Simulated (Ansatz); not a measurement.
## GaP4: balancing the decomposition

Theory: DFT PBE, scalar-relativistic, plane waves, PAW in Ansatz. All cells share a 420 eV cutoff and Γ-centred k meshes spaced at most about 0.3 Å⁻¹ (about 0.25 or finer for metals, 2π included). No spin polarisation.

The zero of energy is the elements' standard structures at the same level; no fitted shifts are applied. The references include black phosphorus.

All energies are static (0 K, no zero-point motion). In GaP4 P-43m an odd number of electrons in the primitive cell allows no gap without spin; a larger cell or a magnetic state could open one. The reference form of P is held partly by dispersion forces, which this level lacks.

A trial structure of GaP4 (reached from: SnI4 type (P-43m); relaxed: space group P-43m (No. 215), a = 5.103 Å) has a formation energy of 0.395 eV/atom. It holds P–P units of three or more atoms (shortest 2.24 Å). At its composition the lowest mixture among the elements and 1 reference phase computed alike (others may be missing) consists of these:

| phase | source | ΔE_f (eV/atom) |
| --- | --- | --- |
| P (solid) | element | -0.001 |
| GaP (F-43m) | Materials Project | -0.432 |

The lowest database cell of P (-0.001) lies slightly below the reference, hence the non-zero entry.

**Question.** Write the balanced decomposition and find its energy per atom, per formula unit and per mole of formula units.

**Answer.** Balancing Ga and P gives GaP4 → 3 P + GaP. The left side holds 5 atoms, and the products take 3/5 (P) and 2/5 (GaP) of them. The mixture therefore lies at 3/5 × (-0.001) + 2/5 × (-0.432) = -0.173 eV/atom. The reaction energy is -0.173 − (0.395) = -0.568 eV/atom. Times 5 atoms that is -2.840 eV per GaP4, and times 96.485 it is -274 kJ per mole of GaP4. Decomposition is downhill, so the trial structure is unstable against this mixture.
